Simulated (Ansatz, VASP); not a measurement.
# Cross-check of SrO between VASP and Ansatz, part 2 of 2

Wanted: the spread between two codes on one cell, functional and k mesh.

VASP 6.6.1 and Ansatz 0.2.0.

So far: The structure; VASP: band structure, r2SCAN0.

The database entry behind the starting cell differs from later determinations by our own check (about 0.5 % short), so it need not match the best structure at ambient conditions.

**3. Ansatz: band structure, r2SCAN0**

Level of this step: Ansatz beside VASP: Kohn-Sham DFT, plane waves, r2SCAN0 (Ansatz).

Ansatz runs on its default PAW (the set named soft_2) files.

The same cell, functional, mesh and smearing now go to Ansatz, which takes its cutoff from its data sets.

The input, input.yaml:

```yaml
crystal:
  lattice:
    - [0.0, 2.5663, 2.5663]
    - [2.5663, 0.0, 2.5663]
    - [2.5663, 2.5663, 0.0]
  atoms:
    - { symbol: Sr, position: [0.5, 0.5, 0.5] }
    - { symbol: O, position: [0.0, 0.0, 0.0] }
hamiltonian:
  xc: r2scan0
  pseudopotentials: { kind: paw }
kpoints:
  mp_grid: { grid: [5, 5, 5] }
  band_path:
    path:
      - [0.0, 0.0, 0.0]
      - [0.5, 0.0, 0.5]
      - [0.5, 0.2, 0.7]
      - [0.4, 0.35, 0.75]
      - [0.15, 0.15, 0.3]
      - [0.2, 0.2, 0.2]
      - [0.55, 0.4, 0.55]
      - [0.6, 0.25, 0.65]
      - [0.5, 0.25, 0.75]
      - [0.5, 0.5, 0.5]
      - [0.375, 0.375, 0.75]
      - [0.5, 0.0, 0.5]
    npoints: 1
scf:
  occupations: { method: gaussian, width: 0.02 }
  n_extra_bands: 7
output:
  forces: true
  stress: true
  eigenvalues: true
  write_density: true
  write_potential: true
  elf: true
  volumetric_format: npy
```

Command:

```console
$ ansatz run input.yaml --threads 4 --pin off --max-ram 9216MiB --backend cpu --events-out ev --progress --plain --runs-dir out
```

Numbers of over 12 decimals in the logs are rounded to 6 here.

What it wrote:

```text
Warning: output.stress: scf.convergence.dr2_threshold = 1e-7 eV (the SCF's general default) is looser than the 2e-10 eV advised for a printed stress (1e-10 eV for each atom of the cell: 2). What an SCF threshold leaves in a stress goes as its square root, and in the free energy as the threshold itself, and one threshold admits the most on a small cell: [figures from the program's tests cut] Set scf.convergence.dr2_threshold to 2e-10 eV or tighter. The threshold is an SCF's pass mark: one that does not reach it within its budget of iterations ends unconverged, or closes short of it on a stop that the run arms, and scf.convergence.dr2_threshold's page says what that costs each kind of run
Warning: output.stress: scf.exx.energy_threshold = 1e-6 eV is looser than the 2e-8 eV advised for a stress under a hybrid functional (1e-8 eV for each atom of the cell: 2). Every SCF of the exchange loop can meet its threshold on dr2 while the loop round them stops early: no threshold on dr2 bounds what that leaves in the stress. Set scf.exx.energy_threshold to 2e-8 eV or tighter. The threshold is the loop's pass mark: a loop that does not reach it within its budget of cycles ends unconverged, and scf.exx.energy_threshold's page has the law
scf.n_extra_bands = 7 over 8 filled bands (N_el = 16.0): the run solves 15 bands
Engine: ansatz 0.2.0, aarch64-unknown-linux-gnu
Pseudopotentials: kind: paw
Pseudopotential: Sr, paw, valence charge 10, recommended cutoff 500 eV (meta_gga), Sr.paw.azcp
Pseudopotential: O, paw, valence charge 6, recommended cutoff 500 eV (meta_gga), O.paw.azcp
Functional definition: r2SCAN0
  parameter a = 0.25
  parameter k0 = 0.174
  parameter k1 = 0.065
  parameter a1 = 4.9479
  exchange = (1 - a)*r2scan_x(k0 = k0, k1 = k1, a1 = a1) + a*exact_x
  correlation = r2scan_c
Crystal: 2 atoms, lattice volume = 33.803 Å³
Basis set: ecut = 500 eV, 869 PW (Γ), exchange–correlation on 108×108×108 points (64 copies of the dense FFT grid, shifted against one another)
Bands: 15, of which v1, the nominal top of the filled ones, is band 8 counted from 1 (7 counted from 0)
Symmetry: 48 space group operations
Space group: Fm-3m (ITA 225), of the structure as read, at distance tolerance 3.2e-5 Å
k-points: 10 of 125
Non-local potential: Sr, projectors of the file, l = 0: 3, l = 1: 2, l = 2: 2
Non-local potential: O, projectors of the file, l = 0: 2, l = 1: 2, l = 2: 1
PAW form: soft (Blöchl's): semilocal exchange-correlation on the pseudo side does not see the compensation charge
PAW frozen core: Sr, regenerated for the run's functional, and the local potential with it (the file was generated under x = pbe(κ = 0.804, μ = 0.219515), c = pbe(β = 0.066725))
PAW frozen core: O, regenerated for the run's functional, and the local potential with it (the file was generated under x = pbe(κ = 0.804, μ = 0.219515), c = pbe(β = 0.066725))
PAW one-centre angular grid: Sr, 302 points (default); XC on 160 Gauss nodes
PAW one-centre angular grid: O, 302 points (default); XC on 160 Gauss nodes
Initial density: superposition of atomic densities (neutral atoms: chi_scale 0, normalization atom), corrected by the library's trained network
Initial wavefunctions: pseudopotential atomic-orbital guess
Functional: x = r2scan, c = r2scan; τ floored in thin density (d = 2e-4 eV/Å³), warm-up for x = 0.75 r2scan + 0.25 exact, c = r2scan; τ floored in thin density (d = 2e-4 eV/Å³)
SCF iter   1: F=—  HF=-4126.971385 eV  |F-HF|=—  |Δ(HF+E_count)|=         —  Δρ=8.33e-3  dr2=3.12e-2  dr2_τ=5.66e-2  ethr=1.77e-3  ⟨swp⟩=8.0  Hψ=783  notcnv=0
preconditioner: auto → none  [insulator: Δε(μ)=4.227 eV  Ē_g=19.429 eV  σ=0.020 eV  W_gap=1.00  n_scr=8 (ndim 8)  ℏωp=23.9 eV  f_vac=0.000  D(μ)=0.00/eV (n_scr^D=0)]
SCF iter   2: F=—  HF=-4127.054914 eV  |F-HF|=—  |Δ(HF+E_count)|=   8.35e-2  Δρ=7.98e-3  dr2=1.17e-2  dr2_τ=3.16e-3  ethr=1.95e-4  ⟨swp⟩=3.9  Hψ=444  notcnv=0  defer=2
iter 3 solved again at ethr=6.39e-6 eV; its pass at ethr=7.32e-5 eV (dr2=1.02e-3 eV) is discarded
SCF iter   3: F=-4127.052260 eV  HF=-4127.052545 eV  |F-HF|=2.86e-4  |Δ(HF+E_count)|=   2.37e-3  Δρ=2.34e-3  dr2=1.02e-3  dr2_τ=1.16e-4  ethr=6.39e-6  ⟨swp⟩=2.0  Hψ=575  notcnv=0
SCF 1 stopped early in 3 iterations: F = -4127.052260 eV  dr2 = 1.02e-3
  greatest PAW one-centre occupation: 0.988 electrons in one spin orbital (limit 2), on the Sr atom at site 0 (counted from 0), in its partial waves of l = 0
Initial density: handed on by an earlier stage of this run
Initial wavefunctions: those handed on with the density
Functional: x = 0.75 r2scan + 0.25 exact, c = r2scan; τ floored in thin density (d = 2e-4 eV/Å³)
Frozen-core exchange: fock
SCF iter   1: F=—  HF=-4126.352776 eV  |F-HF|=—  |Δ(HF+E_count)|=         —  Δρ=6.57e-3  dr2=2.16e-2  dr2_τ=6.19e-4  ethr=6.40e-5  ⟨swp⟩=4.7  Hψ=562  notcnv=0
preconditioner: auto → none  [insulator: Δε(μ)=6.195 eV  Ē_g=22.088 eV  σ=0.020 eV  W_gap=1.00  n_scr=8 (ndim 8)  ℏωp=23.9 eV  f_vac=0.000  D(μ)=0.00/eV (n_scr^D=0)]
SCF iter   2: F=—  HF=-4126.346025 eV  |F-HF|=—  |Δ(HF+E_count)|=   6.75e-3  Δρ=1.97e-3  dr2=1.43e-3  dr2_τ=1.10e-4  ethr=6.40e-5  ⟨swp⟩=3.0  Hψ=372  notcnv=0
SCF iter   3: F=—  HF=-4126.348519 eV  |F-HF|=—  |Δ(HF+E_count)|=   2.49e-3  Δρ=5.56e-4  dr2=1.39e-4  dr2_τ=2.44e-6  ethr=6.24e-6  ⟨swp⟩=3.1  Hψ=334  notcnv=0
SCF iter   4: F=—  HF=-4126.348488 eV  |F-HF|=—  |Δ(HF+E_count)|=   3.10e-5  Δρ=1.33e-4  dr2=6.74e-6  dr2_τ=4.98e-7  ethr=6.20e-7  ⟨swp⟩=2.2  Hψ=234  notcnv=0
SCF iter   5: F=—  HF=-4126.348527 eV  |F-HF|=—  |Δ(HF+E_count)|=   3.88e-5  Δρ=1.74e-4  dr2=7.11e-6  dr2_τ=8.78e-7  ethr=1.99e-8  ⟨swp⟩=4.0  Hψ=348  notcnv=0
SCF iter   6: F=-4126.348525 eV  HF=-4126.348525 eV  |F-HF|=3.47e-8  |Δ(HF+E_count)|=   1.87e-6  Δρ=1.65e-5  dr2=1.35e-7  dr2_τ=6.53e-9  ethr=1.99e-8  ⟨swp⟩=3.0  Hψ=270  notcnv=0
SCF 2 stopped early in 6 iterations: F = -4126.348525 eV  dr2 = 1.35e-7
  greatest PAW one-centre occupation: 0.989 electrons in one spin orbital (limit 2), on the Sr atom at site 0 (counted from 0), in its partial waves of l = 0
hybrid outer 1: dexx = +3.373e-3 eV, tail = 3.82e-6 eV
Frozen-core exchange: fock
SCF iter   1: F=—  HF=-4126.348553 eV  |F-HF|=—  |Δ(HF+E_count)|=         —  Δρ=3.55e-5  dr2=1.91e-7  dr2_τ=4.95e-8  ethr=1.19e-7  ⟨swp⟩=4.4  Hψ=414  notcnv=0
preconditioner: auto → none  [insulator: Δε(μ)=6.049 eV  Ē_g=22.037 eV  σ=0.020 eV  W_gap=1.00  n_scr=8 (ndim 8)  ℏωp=23.9 eV  f_vac=0.000  D(μ)=0.00/eV (n_scr^D=0)]
SCF iter   2: F=—  HF=-4126.348553 eV  |F-HF|=—  |Δ(HF+E_count)|=   1.29e-8  Δρ=1.39e-5  dr2=1.79e-8  dr2_τ=2.88e-9  ethr=1.02e-9  ⟨swp⟩=3.1  Hψ=292  notcnv=0
SCF iter   3: F=-4126.348553 eV  HF=-4126.348553 eV  |F-HF|=9.89e-10  |Δ(HF+E_count)|=  1.50e-10  Δρ=3.35e-6  dr2=5.70e-9  dr2_τ=2.65e-9  ethr=8.97e-11  ⟨swp⟩=3.0  Hψ=279  notcnv=0
SCF 3 converged in 3 iterations: F = -4126.348553 eV  dr2 = 5.70e-9
  Residual-converged pass: ⟨swp⟩=3.7  Hψ=293  notcnv=0  max |occ|·‖R‖ = 2.2e-6 eV (tolerance 2.4e-6 eV)  dr2=5.77e-9  dr2_τ=2.78e-9  dr2_onsite=6.41e-10  max |Δocc| = 0.0e0
hybrid outer 2: dexx = +5.527e-8 eV, tail = 1.97e-8 eV, Δε = 6.93e-4 eV (about 5.37e-5 eV left of the loop's levels)
NSCF: frozen V_eff on 12 k-points
hybrid SCF converged: 2 outer / 9 inner (+3 warm-up), last move |dexx| = 5.53e-8 eV, tail = 1.97e-8 eV
Stability not checked: this state was not tested for a lower state beside it, because the functional holds exact exchange (a hybrid, or Hartree-Fock), whose exchange loop this test does not read (fock_operator; see scf.lower_state_search)
Free energy (F): -4126.348553 eV
Frozen-core exchange: fock
Harris-Foulkes:  -4126.348553 eV  (|F-HF|=9.89e-10)
Internal energy: -4126.348553 eV  (E = F + TS)
E sigma→0 (E₀):  -4126.348553 eV
Fermi energy:    9.323071 eV
--- Per-component energies (eV) ---
  E_band       = -98.814970
  E_kinetic    = 425.105525
  E_local      = -861.501494  (includes V_loc(G=0)·N_el)
  E_nonlocal   = 248.030054
  E_hartree    = 234.566358
  E_xc         = -184.925542
  E_vxc        = -217.860266  (∫ρ·V_xc dr)
  E_exx        = -49.715115  (= α·E_x^exact, valence–valence)
  E_paw        = -2879.298266  (= ΣΔE_a)
  E_vpaw       = -72.961823  (= ΣTr[D̂ρ^β])
  E_aug_tail   = 0.001014  (compensation charges beyond the density's cutoff)
  E_vtau       = 10.670108  (kinetic-family band-sum trace: ∫τ·v_τ [+ j·A + Jᵃ·Aᵃ] dr)
  E_ewald      = -1058.117221
  E_core_change = -0.493868  (= ΣΔE_core)
  E_smearing   = -0.000000  (= −TS)
  E_closure    = 0.000001  (closes the sum)
  Σ components = -4126.348553   (vs F -4126.348553, Δ=0.00e0)
--- Forces (eV/Å), atoms counted from 1 ---
  atom   1  Sr    -0.00000000     0.00000000    -0.00000000
  atom   2  O     -0.00000000     0.00000000    -0.00000000
  max |Σ_I F_I| component: 3.42e-30 eV/Å
--- Stress (GPa, compression-positive) ---
        0.240515       0.000000      -0.000000
       -0.000000       0.240515      -0.000000
       -0.000000       0.000000       0.240515
  P = ⅓ Tr σ = 0.2405 GPa (2.405 kbar)
--- Band table (eV; the first three rows and the last of 10) ---
  k-point 0: bands = [... 4 lower, -8.4812, 6.2986, 6.2986, 6.2986, 12.9694, 15.4020, 15.4020, 15.4020, ... 3 higher]
  k-point 1: bands = [... 4 lower, -8.1033, 5.3536, 5.8409, 5.8409, 14.5823, 15.0943, 16.2158, 16.2158, ... 3 higher]
  k-point 2: bands = [... 4 lower, -7.6762, 4.2129, 5.2034, 5.2034, 15.5449, 17.0429, 17.9526, 17.9526, ... 3 higher]
  k-point 9: bands = [... 4 lower, -8.1329, 5.0608, 5.5700, 5.9117, 14.3101, 16.2039, 18.2031, 19.9117, ... 3 higher]
```

Wall time 31 s (4 threads of Arm Neoverse N1, shared host); peak memory 0.71 GiB.

**4. Side by side**

Known differences besides the potentials themselves: exact exchange at q = 0 is treated differently, which shows on coarse meshes; VASP keeps PBE cores, Ansatz makes them for the functional; the cutoff is 500 eV in Ansatz and 520 eV in VASP; VASP takes a coarser grid for exact exchange (PRECFOCK = Fast). Total energies have different zeros and are not compared.

Both answers:

```tsv
quantity	Ansatz	VASP	difference
gap over the path points (eV)	5.848	5.792	+0.056
```

Levels at points of the path, from each program's valence-band top (eV; 3 filled, then empty):

```tsv
k (reciprocal lattice)	Ansatz	VASP
0.000 0.000 0.000	0.00 0.00 0.00 6.67 9.10 9.10	0.00 0.00 0.00 6.66 9.04 9.04
0.500 0.000 0.500	-0.44 -0.08 -0.08 5.85 10.92 13.37	-0.48 -0.10 -0.10 5.79 10.86 13.40
0.500 0.200 0.700	-1.10 -0.46 -0.37 7.87 9.80 11.74	-1.12 -0.49 -0.40 7.83 9.77 11.67
0.400 0.350 0.750	-1.01 -0.57 -0.47 7.51 10.69 11.91	-1.03 -0.60 -0.51 7.47 10.66 11.84
0.150 0.150 0.300	-1.29 -0.75 -0.21 8.51 8.69 9.94	-1.30 -0.77 -0.22 8.47 8.67 9.88
0.200 0.200 0.200	-0.94 -0.46 -0.46 8.28 8.80 9.92	-0.96 -0.47 -0.47 8.27 8.76 9.86
0.550 0.400 0.550	-1.90 -1.06 -0.98 9.28 10.15 12.25	-1.93 -1.09 -1.01 9.24 10.13 12.19
0.600 0.250 0.650	-1.01 -0.57 -0.47 7.51 10.69 11.91	-1.03 -0.60 -0.51 7.47 10.66 11.84
0.500 0.250 0.750	-1.20 -0.43 -0.43 8.80 8.80 11.81	-1.22 -0.46 -0.46 8.76 8.76 11.73
0.500 0.500 0.500	-2.25 -1.19 -1.19 9.45 11.14 12.04	-2.28 -1.22 -1.22 9.41 11.17 11.96
```

Among the levels compared at these points, filled levels agree within 39 meV and empty ones within 72 meV.

**5. What came out**

```json
{"difference in gap over the path points (band structure, r2SCAN0)": "0.056 eV"}
```

In words: The difference in gap over the path points is 0.056 eV (band structure, r2SCAN0), within the 0.08 eV picked in this series as the mark of a large difference. How closely two codes agree says nothing of how well the functional describes the real material.

[Lines on the potential files, build, host, timing and source positions are cut from VASP's logs without a mark.]

[Logs are printed without paths, hosts, clocks, repeated set-up lines and the standing remarks that a program may print on its own settings, such as how far it seeks lower states.]

[Hosts, paths, dates, database ids (printed as entryN), source tags and the programs' standing remarks are cut or masked in the printed files.]
